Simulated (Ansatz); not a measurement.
Crystal: Se.

```
Se
1.0
     4.36620    0.00000    0.00000
    -2.18310    3.78124    0.00000
     0.00000    0.00000    4.95360
Se
3
Direct
  0.77460 0.77460 0.00000
  0.00000 0.22540 0.66667
  0.22540 0.00000 0.33333
```

```yaml
Program: Ansatz 0.2.0
Task: relaxation of cell and atoms
Functional: PBEsol
Potentials_or_basis: Ansatz PAW
Cutoff: "420 eV (not typed: the program's choice for these potentials)"
k_mesh: 7 × 7 × 6
Occupations: fermi-dirac, width 0.05 eV
Spin: no spin polarisation
```

At the start: volume 27.26 Å³/atom.

Task: How do energy, volume and symmetry change on relaxing?

Result: It ends after 6 steps and the volume is 24.11 Å³/atom (-11.6 %); space group P3_121 (No. 152, to 0.05 Å).

The path:
| step | energy change (eV) | largest force (eV/Å) | volume (Å³) |
| --- | --- | --- | --- |
| 1 | 0.0000 | 0.2873 | 81.78 |
| 2 | -0.0392 | 0.1855 | 76.66 |
| 3 | -0.0695 | 0.1065 | 71.76 |
| 4 | -0.0717 | 0.0075 | 71.74 |
| 5 | -0.0721 | 0.0001 | 72.33 |
| 6 | -0.0713 | 0.0000 | 72.33 |

Final structure:
```yaml
crystal:
  lattice:
    - [4.03770, 0.00000, 0.00000]
    - [-2.01885, 3.49675, 0.00000]
    - [0.00000, 0.00000, 5.12294]
  atoms:
    - { symbol: Se, position: [0.75133, 0.75133, 0.00000] }
    - { symbol: Se, position: [0.00000, 0.24867, 0.66667] }
    - { symbol: Se, position: [0.24867, 0.00000, 0.33333] }
```

Caveat: the plane-wave basis is chosen anew once the cell has moved, so the energies of steps on either side of that aren't comparable; the volume moved by -12 % from the deposited cell, more than functionals usually miss; the PAW data sets come from PBE, with cores solved anew for the run's functional, which leaves a small shift of forces and pressure.
